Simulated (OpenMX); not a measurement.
Bi2Se3 (Paraguanajuatite) under changes of volume

One of the cells (28.378 Å³/atom); the others are scaled copies at fixed shape and fractional positions:

```xyz
5
Lattice="2.0715 1.1960 9.5453 -2.0715 1.1960 9.5453 0.0000 -2.3920 9.5453" Properties=species:S:1:pos:R:3 pbc="T T T"
Bi    0.0000    0.0000   17.1587
Bi    0.0000    0.0000   11.4773
Se    0.0000    0.0000   22.5738
Se    0.0000    0.0000    6.0622
Se    0.0000    0.0000    0.0000
```

* Program: OpenMX 3.8.5
* Functional: PBE
* Potentials or basis: OpenMX 2013 PBE set, Bi8.0-s3p2d2, Se7.0-s3p2d1, fixed grid of 48 × 48 × 48 points
* k mesh: 9 × 9 × 9
* Occupations: fermi-dirac, width 0.05 eV
* Spin: no spin polarisation

| volume (Å³/atom) | energy over the lowest point (meV/atom) | gap on the mesh (eV) | largest force (eV/Å) |
| --- | --- | --- | --- |
| 26.675 | 121.94 | 0.18 | 1.194 |
| 27.243 | ? | ? | ? |
| 27.810 | 59.57 | 0.22 | 0.812 |
| 28.378 | 37.34 | 0.24 | 0.737 |
| 28.946 | 20.34 | 0.25 | 0.661 |
| 29.513 | 8.04 | 0.27 | 0.590 |
| 30.081 | 0.00 | 0.28 | 0.507 |

Task: What does the run at 27.243 Å³/atom give?

Result: Energy over the lowest point 87.58 meV/atom; gap on the mesh 0.20 eV; largest force 0.973 eV/Å.

Worked out: A Birch-Murnaghan fit of order 3 (a polynomial in V^(-2/3)) to the other rows has no minimum within the range. It gives 87.53 meV/atom at 27.243 Å³/atom, against the run's 87.58. A straight line through the other rows of the gap, of slope 0.836 eV per unit of ln V (its deformation potential), gives 0.20 eV, against the run's 0.20.

Energies are extrapolated to zero smearing.

Caveats: the basis has few d functions beyond the semicore shells, which can make volumes several per cent too large; spin-orbit coupling is left out, which as a rule narrows the gap of such compounds by several tenths of an eV; an odd mesh through Γ misses points on the zone boundary, where band edges often lie; the basis of atomic orbitals isn't converged, which shifts pressures, moduli and gaps; forces of over 1 eV/Å show positions far from the minimum, so gaps and moduli don't describe the material at rest (some runs).
